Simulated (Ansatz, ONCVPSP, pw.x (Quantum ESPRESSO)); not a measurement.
# Equation-of-state test of one ONCV potential (P)

```
Element                 : phosphorus
Generator               : ONCVPSP 4.0.1.1 (patched build)
Type                    : optimised norm-conserving Vanderbilt (ONCV)
Functional              : PBE
Relativity              : scalar-relativistic
Frozen core             : [Ne]
Valence charge          : 5
Reference configuration : 3s2 3p3
Partial waves           : 3s: rc 1.50 bohr, ncon 4, nbas 7, qcut 4.6 1/bohr, 3 projectors, debl 1.6 Ha; 3p: rc 1.70 bohr, ncon 4, nbas 8, qcut 3.8 1/bohr, 2 projectors, debl 1.5 Ha; d scattering state at 0.02 Ha: rc 1.35 bohr, ncon 3, nbas 7, qcut 6.2 1/bohr, 3 projectors, debl 2.3 Ha
Local potential         : polynomial inside 1.35 bohr (lpopt 5, dvloc0 4 Ha)
Core correction         : Teter function, fcfact 5.75, rcfact 1.75
```

Atomic tests: cutoffs needed: 10 Ha and 22 Ha (the cutoffs (Ha) at which the residual kinetic energy of the hardest occupied pseudo-wave falls to 1 and 0.1 mHa per electron) The cutoffs count occupied waves only; projector 3 of the d channel, the hardest unoccupied one, needs 45 Ha at the loose tolerance.; ghost test: ghosts flagged at negative energy: s at -134.5 eV; GHOST(+) flags only above 600 eV; a true bound ghost makes a file unfit for plane-wave use; largest excitation error: -191 meV (all-electron minus pseudo) for 3s2 3p0, out of 4 test configurations.

Crystal test: fcc P in pw.x 7.5, no spin, 14³ k-points, Fermi–Dirac smearing 0.01 Ry, cutoffs 55/220 Ry. The reference is all-electron LAPW (Ansatz 0.2.0) with the same functional, mesh and smearing; V0 and B0 come from Birch–Murnaghan fits to the pressures at five volumes. Errors are pseudo minus all-electron; Δ is the rms difference of the E(V) curves that follow from these fits, minima aligned, over ±6 % about the mean V0. Mesh and smearing are coarse, so the numbers serve the comparison and aren't converged zero-temperature values; the lattice is a test structure that the element need not adopt.

All-electron: a0 = 3.878 Å (V0 = 14.58 Å³/atom), B0 = 88.9 GPa.

**Question.** How far does the potential miss the all-electron equation of state?

**Answer.** mean pressure error (GPa): -0.89; a0 (Å): 3.863; a0 error (%): -0.37; B0 error (%): -2.6; Δ (meV/atom): 3.2. Note: ghosts flagged at negative energy: s at -134.5 eV; GHOST(+) flags only above 600 eV. A true bound ghost makes a file unfit for plane-wave use.

| V (Å³/atom) | P all-electron (GPa) | P pseudo (GPa) |
| --- | --- | --- |
| 14.029 | 3.66 | 2.47 |
| 14.398 | 1.11 | 0.08 |
| 14.767 | -1.13 | -2.00 |
| 15.136 | -3.12 | -3.86 |
| 15.505 | -4.89 | -5.53 |

**Question.** At the middle volume, how do free energy and pressure move when the wave cutoff is lowered (ecutrho kept at four times it)?

**Answer.**

| cutoff (Ry) | shift of F (meV/atom) | shift of P (GPa) |
| --- | --- | --- |
| 25 | +34.5 | -0.46 |
| 33 | +14.2 | -0.16 |
| 44 | +1.5 | -0.13 |

The run at the middle volume (104 k-points, 6 iterations) took about 12 s on one core of a shared host (Neoverse-N1, 64 threads, 124 GiB, load 57).
